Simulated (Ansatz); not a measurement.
# ZnO (zincite) (P6_3mc) in Ansatz: a series of runs

The runs below take ZnO (zincite) through band structure, with HSE06, HSEsol, r2SCAN0, r2SCAN50, r2SCANh.

All numbers are computed with Ansatz 0.2.0; they aren't measurements. Logs are shortened: lines on timing, memory, paths and dates and some standing lists are left out, and cuts for length are marked.

### 1 Starting point

Symmetry: P6_3mc, No. 186, hexagonal system. Conventional cell: a = 3.249 Å, b = 3.249 Å, c = 5.206 Å, α = 90.00°, β = 90.00°, γ = 120.00°. Around Zn (site symmetry 3m) lie 4 O at 1.97 to 1.98 Å. Around O (site symmetry 3m) lie 4 Zn at 1.97 to 1.98 Å.

### 2 Band structure, HSE06

input.yaml

```yaml
crystal:
  lattice:
    - [3.249308, 0.0, 0.0]
    - [-1.624654, 2.8139832727, 0.0]
    - [0.0, 0.0, 5.205709]
  atoms:
    - { symbol: Zn, position: [0.6666666667, 0.3333333333, 0.0] }
    - { symbol: Zn, position: [0.3333333333, 0.6666666667, 0.5] }
    - { symbol: O, position: [0.3333333333, 0.6666666667, 0.87901] }
    - { symbol: O, position: [0.6666666667, 0.3333333333, 0.37901] }
hamiltonian:
  xc: hse06
  pseudopotentials: { kind: paw }
kpoints:
  mp_grid: { grid: [5, 5, 3] }
  band_path:
    path:
      - [[0.0, 0.0, 0.0], [0.5, 0.0, 0.0], [0.3333333333, 0.3333333333, 0.0], [0.0, 0.0, 0.0], [0.0, 0.0, 0.5], [0.5, 0.0, 0.5], [0.3333333333, 0.3333333333, 0.5], [0.0, 0.0, 0.5]]
      - [[0.5, 0.0, 0.5], [0.5, 0.0, 0.0]]
      - [[0.3333333333, 0.3333333333, 0.0], [0.3333333333, 0.3333333333, 0.5]]
    npoints: 4
scf:
  occupations: { method: fermi_dirac, width: 0.05 }
  n_extra_bands: 10
output:
  forces: true
  stress: true
  eigenvalues: true
  fatbands: false
```

Potentials or basis: Ansatz PAW.

Command:

```bash
> ansatz run input.yaml --threads 2 --pin off --max-ram 5632MiB --backend cpu --events-out ev --progress --plain --runs-dir out
```

Log:

```text
[... 2 lines left out ...]
Warning: RAYON_NUM_THREADS=2 ignored (pool sized by the plan → 2); use --threads N
scf.n_extra_bands = 10 over 18 filled bands (N_el = 36.0): the run solves 28 bands
Engine: ansatz 0.2.0, x86_64-unknown-linux-gnu
Pseudopotentials: kind: paw
Pseudopotential: Zn, paw, valence charge 12, recommended cutoff 420 eV (normal), Zn.paw.azcp
Pseudopotential: O, paw, valence charge 6, recommended cutoff 420 eV (normal), O.paw.azcp
Functional definition: HSE06
  parameter a = 0.25
  parameter omega = 0.11/bohr
  exchange = pbe_x - a*pbe_x_sr(omega) + a*exact_x_sr(omega)
  correlation = pbe_c
Crystal: 4 atoms, lattice volume = 47.598 Å³
Basis set: ecut = 420 eV, 941 PW (Γ), exchange–correlation on 48×48×72 points (8 copies of the dense FFT grid, shifted against one another)
Bands: 28, of which v1, the nominal top of the filled ones, is band 18 counted from 1 (17 counted from 0)
Symmetry: 12 space group operations
Space group: P63mc (ITA 186), of the structure as read, at distance tolerance 3.6e-5 Å
k-points: 10 of 75 (time reversal used)
Non-local potential: Zn, projectors of the file, l = 0: 2, l = 1: 2, l = 2: 3, l = 3: 1
Non-local potential: O, projectors of the file, l = 0: 2, l = 1: 2, l = 2: 1
PAW form: soft (Blöchl's): semilocal exchange-correlation on the pseudo side does not see the compensation charge
PAW frozen core: Zn, regenerated for the run's functional, and the local potential with it (the file was generated under x = pbe(κ = 0.804, μ = 0.2195149727645171), c = pbe(β = 0.06672455060314922))
PAW frozen core: O, regenerated for the run's functional, and the local potential with it (the file was generated under x = pbe(κ = 0.804, μ = 0.2195149727645171), c = pbe(β = 0.06672455060314922))
PAW one-centre angular grid: Zn, 590 points (default); XC on 64 Gauss nodes
PAW one-centre angular grid: O, 110 points (default); XC on 96 Gauss nodes
Initial density: superposition of atomic densities (neutral atoms: chi_scale 0, normalization atom), corrected by the library's trained network
Initial wavefunctions: pseudopotential atomic-orbital guess
Functional: x = pbe(κ = 0.804, μ = 0.2195149727645171), c = pbe(β = 0.06672455060314922), warm-up for x = pbe(κ = 0.804, μ = 0.2195149727645171) + 0.25 (exact − pbe) at short range (hse, ω = 0.20786987370883472 Å⁻¹), c = pbe(β = 0.06672455060314922); HSE06 as pw.x's `hse` composes it (authors' and Libxc's form: `xc: wpbeh`)
SCF iter   1: F=—  HF=-7773.671083 eV  |F-HF|=—  |Δ(HF+E_count)|=         —  Δρ=2.34e-3  dr2=1.38e-3  ethr=1.77e-3  ⟨swp⟩=11.2  Hψ=1428  notcnv=0
preconditioner: auto → none  [insulator: Δε(μ)=0.825 eV  Ē_g=16.757 eV  σ=0.050 eV  W_gap=1.00  n_scr=22 (ndim 8)  ℏωp=32.3 eV  f_vac=0.035  D(μ)=0.00/eV (n_scr^D=0)]
SCF iter   2: F=—  HF=-7773.670870 eV  |F-HF|=—  |Δ(HF+E_count)|=   2.13e-4  Δρ=1.38e-3  dr2=5.26e-4  ethr=3.84e-6  ⟨swp⟩=4.2  Hψ=875  notcnv=0  defer=1
iter 3 solved again at ethr=2.90e-8 eV; its pass at ethr=1.46e-6 eV (dr2=1.05e-5 eV) is discarded
[... 1 line left out ...]
SCF 1 stopped early in 3 iterations: F = -7773.670692 eV  dr2 = 1.06e-5
Initial density: handed on by an earlier stage of this run
Initial wavefunctions: those handed on with the density
Functional: x = pbe(κ = 0.804, μ = 0.2195149727645171) + 0.25 (exact − pbe) at short range (hse, ω = 0.20786987370883472 Å⁻¹), c = pbe(β = 0.06672455060314922); HSE06 as pw.x's `hse` composes it (authors' and Libxc's form: `xc: wpbeh`)
[... 1 line left out ...]
Frozen-core exchange: fock
[... 8 lines left out ...]
SCF 2 stopped early in 7 iterations: F = -7773.411926 eV  dr2 = 1.62e-6
  Residual-converged pass: ⟨swp⟩=3.8  Hψ=806  notcnv=0  max |occ|·‖R‖ = 6.5e-6 eV (tolerance 6.7e-6 eV)  dr2=1.52e-6  dr2_onsite=4.47e-8  max |Δocc| = 6.8e-16
hybrid outer 1: dexx = +2.334e-2 eV, tail = 9.08e-5 eV
[... 1 line left out ...]
Frozen-core exchange: fock
[... 3 lines left out ...]
SCF iter   3: F=—  HF=-7773.410685 eV  |F-HF|=—  |Δ(HF+E_count)|=   1.38e-6  Δρ=1.81e-5  dr2=1.02e-7  ethr=1.89e-10  ⟨swp⟩=4.2  Hψ=899  notcnv=0
SCF iter   4: F=—  HF=-7773.410685 eV  |F-HF|=—  |Δ(HF+E_count)|=   2.44e-8  Δρ=1.83e-6  dr2=4.35e-9  ethr=1.89e-10  ⟨swp⟩=3.1  Hψ=569  notcnv=0
SCF iter   5: F=-7773.410685 eV  HF=-7773.410685 eV  |F-HF|=2.87e-9  |Δ(HF+E_count)|=   2.19e-8  Δρ=3.09e-6  dr2=3.12e-9  ethr=2.13e-12  ⟨swp⟩=4.1  Hψ=819  notcnv=0
SCF 3 converged in 5 iterations: F = -7773.410685 eV  dr2 = 3.12e-9
  Residual-converged pass: ⟨swp⟩=2.2  Hψ=461  notcnv=0  max |occ|·‖R‖ = 6.2e-7 eV (tolerance 6.3e-7 eV)  dr2=3.12e-9  dr2_onsite=7.35e-10  max |Δocc| = 1.5e-20
hybrid outer 2: dexx = +1.311e-6 eV, tail = 3.39e-8 eV, Δε = 5.02e-3 eV (about 1.24e-4 eV left of the loop's levels), ΔF = 1.07e-3 eV/Å (tail 3.32e-4)
NSCF: frozen V_eff on 39 k-points
hybrid SCF converged: 2 outer / 12 inner (+3 warm-up), last move |dexx| = 1.31e-6 eV, tail = 3.39e-8 eV
Stability not checked: this state was not tested for a lower state beside it, because the functional holds exact exchange (a hybrid, or Hartree-Fock), whose exchange loop this test does not read (fock_operator; see scf.lower_state_search)
Free energy (F): -7773.410685 eV
Frozen-core exchange: fock
Harris-Foulkes:  -7773.410685 eV  (|F-HF|=2.87e-9)
Internal energy: -7773.410685 eV  (E = F + TS)
E sigma→0 (E₀):  -7773.410685 eV
Fermi energy:    7.219575 eV
--- Per-component energies (eV) ---
  E_band       = -8.177770
  E_kinetic    = 613.184302
  E_local      = -4024.414866  (includes V_loc(G=0)·N_el)
  E_nonlocal   = 1341.676041
  E_hartree    = 1664.952213
  E_xc         = -333.996321
  E_vxc        = -230.644886  (∫ρ·V_xc dr)
  E_exx        = -122.729219  (= α·E_x^exact, valence–valence)
  E_paw        = -3950.720312  (= ΣΔE_a)
  E_vpaw       = -792.431590  (= ΣTr[D̂ρ^β])
  E_aug_tail   = 0.004208  (compensation charges beyond the density's cutoff)
  E_ewald      = -2962.594745
  E_core_change = 1.228014  (= ΣΔE_core)
  E_smearing   = -0.000000  (= −TS)
  E_closure    = 0.000000  (closes the sum)
  Σ components = -7773.410685   (vs F -7773.410685, Δ=0.00e0)
--- Forces (eV/Å), atoms counted from 1 ---
  atom   1  Zn    -0.00000000     0.00000000    -0.07845658
  atom   2  Zn    -0.00000000    -0.00000000    -0.07845658
  atom   3  O     -0.00000000     0.00000000     0.07844277
  atom   4  O      0.00000000    -0.00000000     0.07844277
  max |Σ_I F_I| component: 2.76e-5 eV/Å
--- Stress (GPa, compression-positive) ---
        0.079202       0.000000      -0.000000
        0.000000       0.079202      -0.000000
       -0.000000      -0.000000       1.397405
  P = ⅓ Tr σ = 0.5186 GPa (5.186 kbar)
--- Band table (eV; the first three rows and the last of 10) ---
[... 4 lines left out ...]
```

Wall time 5.9 min (2 threads of Intel Xeon at 2.50GHz (Skylake/Cascade Lake), shared host); peak memory 0.81 GiB.

Results:

```yaml
Free_energy: -7773.4107 eV
Pressure: 0.5 GPa
Largest_force: 0.078 eV/Å
Band_gap_on_the_k_mesh: 2.53 eV, direct
Band_gap_along_the_path: 2.53 eV, direct
```

Forces in eV/Å, atoms in the order of the input:
```
Zn   0.000  0.000 -0.078
Zn   0.000  0.000 -0.078
O    0.000  0.000  0.078
O    0.000  0.000  0.078
```

Levels at the corners of the path, in eV from the valence-band top:
| point | band 14 | band 15 | band 16 | band 17 | band 18 | band 19 | band 20 | band 21 | band 22 | band 23 |
| --- | --- | --- | --- | --- | --- | --- | --- | --- | --- | --- |
| Γ | -0.86 | -0.86 | -0.06 | 0.00 | 0.00 | 2.53 | 7.24 | 10.36 | 15.02 | 15.02 |
| M | -3.75 | -3.05 | -2.38 | -1.39 | -0.86 | 7.82 | 8.70 | 9.45 | 10.81 | 12.88 |
| K | -3.88 | -3.88 | -2.09 | -2.09 | -1.83 | 9.42 | 9.93 | 9.93 | 10.07 | 13.02 |
| Γ | -0.86 | -0.86 | -0.06 | 0.00 | 0.00 | 2.53 | 7.24 | 10.36 | 15.02 | 15.02 |
| A | -2.48 | -0.43 | -0.43 | -0.43 | -0.43 | 5.28 | 5.28 | 12.25 | 12.25 | 15.31 |
| L | -4.34 | -1.59 | -1.59 | -1.43 | -1.43 | 7.57 | 7.57 | 10.71 | 10.71 | 13.37 |
| H | -4.16 | -2.92 | -2.92 | -1.27 | -1.27 | 9.87 | 9.87 | 10.09 | 10.09 | 11.14 |
| A | -2.48 | -0.43 | -0.43 | -0.43 | -0.43 | 5.28 | 5.28 | 12.25 | 12.25 | 15.31 |
| L | -4.34 | -1.59 | -1.59 | -1.43 | -1.43 | 7.57 | 7.57 | 10.71 | 10.71 | 13.37 |
| M | -3.75 | -3.05 | -2.38 | -1.39 | -0.86 | 7.82 | 8.70 | 9.45 | 10.81 | 12.88 |
| K | -3.88 | -3.88 | -2.09 | -2.09 | -1.83 | 9.42 | 9.93 | 9.93 | 10.07 | 13.02 |
| H | -4.16 | -2.92 | -2.92 | -1.27 | -1.27 | 9.87 | 9.87 | 10.09 | 10.09 | 11.14 |

Caveat: the k mesh is coarse (spacing up to 0.45 Å⁻¹), so the values aren't converged, least of all with exact exchange; the pressure holds a Pulay correction of +0.6 GPa for the finite cutoff; the PAW data sets come from PBE, with cores solved anew for the run's functional, which leaves a small shift of forces and pressure; the thresholds are loose for stress.

### 3 Band structure, HSEsol

input.yaml, as its differences from that of step 2:

```diff
@@ -11,3 +11,6 @@
 hamiltonian:
-  xc: hse06
+  xc:
+    exchange: hjs_pbesol
+    correlation: pbesol
+    exx: { coeff: 0.25, omega: 0.207 }
   pseudopotentials: { kind: paw }
```

Potentials or basis: Ansatz PAW.

Command:

```bash
> ansatz run input.yaml --threads 2 --pin off --max-ram 5632MiB --backend cpu --events-out ev --progress --plain --runs-dir out
```

It took 5.8 min on 2 threads of Intel Xeon at 2.50GHz (Skylake/Cascade Lake), shared host; peak memory 0.81 GiB.

It converged, with:

* Free energy: -7709.8714 eV
* Pressure: -4.2 GPa
* Largest force: 0.071 eV/Å
* Band gap on the k mesh: 2.42 eV, direct
* Band gap along the path: 2.42 eV, direct

Forces on the atoms (eV/Å):
```
Zn   0.000  0.000 -0.071
Zn   0.000  0.000 -0.071
O    0.000  0.000  0.071
O    0.000  0.000  0.071
```

Stress tensor (GPa, compression positive):
```
-4.62  0.00  0.00
 0.00 -4.62  0.00
 0.00  0.00 -3.29
```

Levels at the corners of the path, in eV from the valence-band top:
```tsv
point	band 16	band 17	band 18	band 19	band 20	band 21
Γ	-0.06	0.00	0.00	2.42	7.13	10.25
M	-2.40	-1.41	-0.87	7.72	8.56	9.32
K	-2.11	-2.11	-1.85	9.28	9.84	9.84
Γ	-0.06	0.00	0.00	2.42	7.13	10.25
A	-0.43	-0.43	-0.43	5.18	5.18	12.13
L	-1.60	-1.44	-1.44	7.44	7.44	10.62
H	-2.96	-1.28	-1.28	9.74	9.74	9.98
A	-0.43	-0.43	-0.43	5.18	5.18	12.13
L	-1.60	-1.44	-1.44	7.44	7.44	10.62
M	-2.40	-1.41	-0.87	7.72	8.56	9.32
K	-2.11	-2.11	-1.85	9.28	9.84	9.84
H	-2.96	-1.28	-1.28	9.74	9.74	9.98
```

Caveat: the k mesh is coarse (spacing up to 0.45 Å⁻¹), so the values aren't converged, least of all with exact exchange; the pressure holds a Pulay correction of +0.6 GPa for the finite cutoff; the PAW data sets come from PBE, with cores solved anew for the run's functional, which leaves a small shift of forces and pressure; the thresholds are loose for stress.

### 4 Band structure, r2SCAN0

input.yaml, as its differences from that of step 3:

```diff
@@ -11,6 +11,3 @@
 hamiltonian:
-  xc:
-    exchange: hjs_pbesol
-    correlation: pbesol
-    exx: { coeff: 0.25, omega: 0.207 }
+  xc: r2scan0
   pseudopotentials: { kind: paw }
```

Command:

```bash
> ansatz run input.yaml --threads 2 --pin off --max-ram 5632MiB --backend cpu --events-out ev --progress --plain --runs-dir out
```

Wall time 7.9 min (2 threads of Intel Xeon at 2.50GHz (Skylake/Cascade Lake), shared host); peak memory 1.1 GiB.

The run converged. Its results:

```
Free energy             : -7786.2858 eV
Pressure                : -3.2 GPa
Largest force           : 0.080 eV/Å
Band gap on the k mesh  : 3.54 eV, direct
Band gap along the path : 3.54 eV, direct
```

Forces on the atoms (eV/Å):
```
Zn   0.000  0.000 -0.080
Zn   0.000  0.000 -0.080
O    0.000  0.000  0.080
O    0.000  0.000  0.080
```

Stress tensor (GPa, compression positive):
```
-3.63  0.00  0.00
 0.00 -3.63  0.00
 0.00  0.00 -2.40
```

Levels at the corners of the path, in eV from the valence-band top:
```tsv
point	band 15	band 16	band 17	band 18	band 19	band 20	band 21	band 22
Γ	-0.88	-0.06	0.00	0.00	3.54	8.42	11.52	16.35
M	-3.08	-2.42	-1.41	-0.87	9.00	9.77	10.53	12.10
K	-3.90	-2.12	-2.12	-1.86	10.46	11.15	11.19	11.19
Γ	-0.88	-0.06	0.00	0.00	3.54	8.42	11.52	16.35
A	-0.43	-0.43	-0.43	-0.43	6.35	6.35	13.52	13.52
L	-1.61	-1.61	-1.45	-1.45	8.67	8.67	11.96	11.96
H	-2.97	-2.97	-1.29	-1.29	10.94	10.94	11.32	11.32
A	-0.43	-0.43	-0.43	-0.43	6.35	6.35	13.52	13.52
L	-1.61	-1.61	-1.45	-1.45	8.67	8.67	11.96	11.96
M	-3.08	-2.42	-1.41	-0.87	9.00	9.77	10.53	12.10
K	-3.90	-2.12	-2.12	-1.86	10.46	11.15	11.19	11.19
H	-2.97	-2.97	-1.29	-1.29	10.94	10.94	11.32	11.32
```

Caveat: the k mesh is coarse (spacing up to 0.45 Å⁻¹), so the values aren't converged, least of all with exact exchange; the PAW data sets come from PBE, with cores solved anew for the run's functional, which leaves a small shift of forces and pressure; the thresholds are loose for stress.

### 5 Band structure, r2SCAN50

input.yaml, as its differences from that of step 4:

```diff
@@ -11,3 +11,3 @@
 hamiltonian:
-  xc: r2scan0
+  xc: r2scan50
   pseudopotentials: { kind: paw }
```

Command:

```bash
> ansatz run input.yaml --threads 2 --pin off --max-ram 5632MiB --backend cpu --events-out ev --progress --plain --runs-dir out
```

Run time: 8.9 min. Hardware: 2 threads of Intel Xeon at 2.50GHz (Skylake/Cascade Lake), shared host; peak memory 1.1 GiB.

Results (log left out):

| Quantity | Value |
| --- | --- |
| Free energy | -7782.9657 eV |
| Pressure | -5.0 GPa |
| Largest force | 0.088 eV/Å |
| Band gap on the k mesh | 5.93 eV, direct |
| Band gap along the path | 5.93 eV, direct |

Forces in eV/Å, atoms in the order of the input:
```
Zn   0.000  0.000 -0.087
Zn   0.000  0.000 -0.087
O    0.000  0.000  0.088
O    0.000  0.000  0.088
```

Stress tensor (GPa, compression positive):
```
-5.34  0.00  0.00
 0.00 -5.34  0.00
 0.00  0.00 -4.36
```

Levels at the corners of the path, in eV from the valence-band top:
| point | band 14 | band 15 | band 16 | band 17 | band 18 | band 19 | band 20 | band 21 | band 22 | band 23 |
| --- | --- | --- | --- | --- | --- | --- | --- | --- | --- | --- |
| Γ | -0.91 | -0.91 | -0.05 | 0.00 | 0.00 | 5.93 | 11.01 | 14.16 | 18.99 | 18.99 |
| M | -3.91 | -3.21 | -2.46 | -1.49 | -0.89 | 11.61 | 12.18 | 12.93 | 14.91 | 16.94 |
| K | -4.00 | -4.00 | -2.23 | -2.23 | -1.96 | 12.77 | 13.63 | 13.95 | 13.95 | 17.03 |
| Γ | -0.91 | -0.91 | -0.05 | 0.00 | 0.00 | 5.93 | 11.01 | 14.16 | 18.99 | 18.99 |
| A | -2.69 | -0.45 | -0.45 | -0.45 | -0.45 | 8.81 | 8.81 | 16.16 | 16.16 | 19.28 |
| L | -4.75 | -1.66 | -1.66 | -1.50 | -1.50 | 11.08 | 11.08 | 14.77 | 14.77 | 17.19 |
| H | -4.43 | -3.14 | -3.14 | -1.31 | -1.31 | 13.37 | 13.37 | 13.87 | 13.87 | 15.34 |
| A | -2.69 | -0.45 | -0.45 | -0.45 | -0.45 | 8.81 | 8.81 | 16.16 | 16.16 | 19.28 |
| L | -4.75 | -1.66 | -1.66 | -1.50 | -1.50 | 11.08 | 11.08 | 14.77 | 14.77 | 17.19 |
| M | -3.91 | -3.21 | -2.46 | -1.49 | -0.89 | 11.61 | 12.18 | 12.93 | 14.91 | 16.94 |
| K | -4.00 | -4.00 | -2.23 | -2.23 | -1.96 | 12.77 | 13.63 | 13.95 | 13.95 | 17.03 |
| H | -4.43 | -3.14 | -3.14 | -1.31 | -1.31 | 13.37 | 13.37 | 13.87 | 13.87 | 15.34 |

Caveat: the k mesh is coarse (spacing up to 0.45 Å⁻¹), so the values aren't converged, least of all with exact exchange; the PAW data sets come from PBE, with cores solved anew for the run's functional, which leaves a small shift of forces and pressure; the thresholds are loose for stress.

### 6 Band structure, r2SCANh

input.yaml, as its differences from that of step 5:

```diff
@@ -11,3 +11,3 @@
 hamiltonian:
-  xc: r2scan50
+  xc: r2scanh
   pseudopotentials: { kind: paw }
```

Potentials or basis: Ansatz PAW.

Command:

```bash
> ansatz run input.yaml --threads 2 --pin off --max-ram 5632MiB --backend cpu --events-out ev --progress --plain --runs-dir out
```

It took 8.4 min on 2 threads of Intel Xeon at 2.50GHz (Skylake/Cascade Lake), shared host; peak memory 1.1 GiB.

The run converged. Its results:

* Free energy: -7788.3897 eV
* Pressure: -2.0 GPa
* Largest force: 0.074 eV/Å
* Band gap on the k mesh: 2.14 eV, direct
* Band gap along the path: 2.14 eV, direct

Forces in eV/Å, atoms in the order of the input:
```
Zn   0.000  0.000 -0.074
Zn   0.000  0.000 -0.074
O    0.000  0.000  0.074
O    0.000  0.000  0.074
```

Stress tensor (GPa, compression positive):
```
-2.46  0.00  0.00
 0.00 -2.46  0.00
 0.00  0.00 -1.08
```

Levels at the corners of the path, in eV from the valence-band top:
```
point  band 16  band 17  band 18  band 19  band 20  band 21
    Γ    -0.07     0.00     0.00     2.14     6.88     9.93
    M    -2.37    -1.35    -0.86     7.44     8.33     9.09
    K    -2.02    -2.02    -1.78     9.07     9.52     9.52
    Γ    -0.07     0.00     0.00     2.14     6.88     9.93
    A    -0.42    -0.42    -0.42     4.89     4.89    11.93
    L    -1.57    -1.41    -1.41     7.23     7.23    10.27
    H    -2.83    -1.27    -1.27     9.48     9.48     9.77
    A    -0.42    -0.42    -0.42     4.89     4.89    11.93
    L    -1.57    -1.41    -1.41     7.23     7.23    10.27
    M    -2.37    -1.35    -0.86     7.44     8.33     9.09
    K    -2.02    -2.02    -1.78     9.07     9.52     9.52
    H    -2.83    -1.27    -1.27     9.48     9.48     9.77
```

Caveat: the k mesh is coarse (spacing up to 0.45 Å⁻¹), so the values aren't converged, least of all with exact exchange; the PAW data sets come from PBE, with cores solved anew for the run's functional, which leaves a small shift of forces and pressure; the thresholds are loose for stress.

### 7 Overview

| level | cutoff (eV) | gap on the mesh (eV) | pressure (GPa) | largest force (eV/Å) |
| --- | --- | --- | --- | --- |
| HSE06 | 420 | 2.53 | 0.5 | 0.08 |
| HSEsol | 420 | 2.42 | -4.2 | 0.07 |
| r2SCAN0 | 500 | 3.54 | -3.2 | 0.08 |
| r2SCAN50 | 500 | 5.93 | -5.0 | 0.09 |
| r2SCANh | 500 | 2.14 | -2.0 | 0.07 |

Alike in all rows: task band structure; potentials or basis Ansatz PAW; no spin polarisation; cell as given; k mesh 5 × 5 × 3; smearing fermi-dirac 0.05 eV; the mesh is coarse, so values aren't converged.

Caveats: all runs use coarse meshes; the PAW data sets come from PBE, with cores solved anew for the run's functional, which leaves a small shift of forces and pressure; the thresholds are loose for stress.

Total energies depend on the potentials used, so only differences within one code and one set of settings carry meaning.
